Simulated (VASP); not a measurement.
Crystal: TiO.

```xyz
2
Lattice="2.8102 0.0000 0.0000 -1.4051 2.4337 0.0000 0.0000 0.0000 2.8238" Properties=species:S:1:pos:R:3 pbc="T T T"
Ti    1.4051    0.8112    0.0000
O     0.0000    0.0000    1.4119
```

The cell comes from a database or a generator and needn't be the stable form of this composition.

- Program: VASP 6.6.1
- Task: relaxation of cell and atoms
- Functional: PBEsol
- Potentials or basis: VASP PAW PBE potentials, release 64 (Ti, O)
- Cutoff: 580 eV
- k mesh: 18 × 18 × 14
- Occupations: gaussian, width 0.1 eV
- Spin: no spin polarisation

At the start: pressure -5.8 GPa; volume 9.66 Å³/atom.

Q: How do energy, volume and symmetry change on relaxing?

A: Over 3 steps the energy falls by 3.9 meV/atom and the volume is 9.45 Å³/atom (-2.1 %); space group P-6m2 (No. 187, to 0.05 Å).

The path:
| step | energy change (eV) | largest force (eV/Å) | pressure (GPa) | volume (Å³) |
| --- | --- | --- | --- | --- |
| 1 | 0.0000 | 0.0000 | -5.75 | 19.31 |
| 2 | 0.0065 | 0.0000 | 8.60 | 18.36 |
| 3 | -0.0078 | 0.0000 | -0.04 | 18.90 |

Final structure:
```
Ti O
1.0
     2.79187    0.00000    0.00000
    -1.39594    2.41783    0.00000
     0.00000    0.00000    2.79974
Ti O
1 1
Direct
  0.66667 0.33333 0.00000
  0.00000 0.00000 0.50000
```

Caveat: the PAW data sets were made with another functional, which shifts forces and pressure a little.
